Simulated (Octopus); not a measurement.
Fe in Octopus: the effect of starting spin order

Crystal: Fe.

```xyz
1
Lattice="-1.4430 1.4430 1.4430 1.4430 -1.4430 1.4430 1.4430 1.4430 -1.4430" Properties=species:S:1:pos:R:3 pbc="T T T"
Fe    0.0000    0.0000    0.0000
```

Alike in all runs:

| Item | Value |
| --- | --- |
| Program | Octopus 16.4 |
| Task | single point |
| Functional | PBE |
| Potentials or basis | pseudodojo_pbe (PseudoDojo 0.5, PBE) |
| Grid spacing | 0.139 Å |
| k mesh | 11 × 11 × 11 |
| Occupations | fermi-dirac, width 0.05 eV |

```tsv
starting spin order	energy over the lowest run (meV/atom)	final net moment (μB)	final largest site moment (μB)
ferromagnetic start	0.0	2.47	2.54
ferromagnetic start larger moments	0.0	2.47	2.54
no spin	?	?	?
random start	0.0	-2.47	2.54
```

Question: What does the run with starting spin order no spin give?

Answer: Energy over the lowest run 714.5 meV/atom; final net moment 0.00 μB; final largest site moment 0.00 μB.
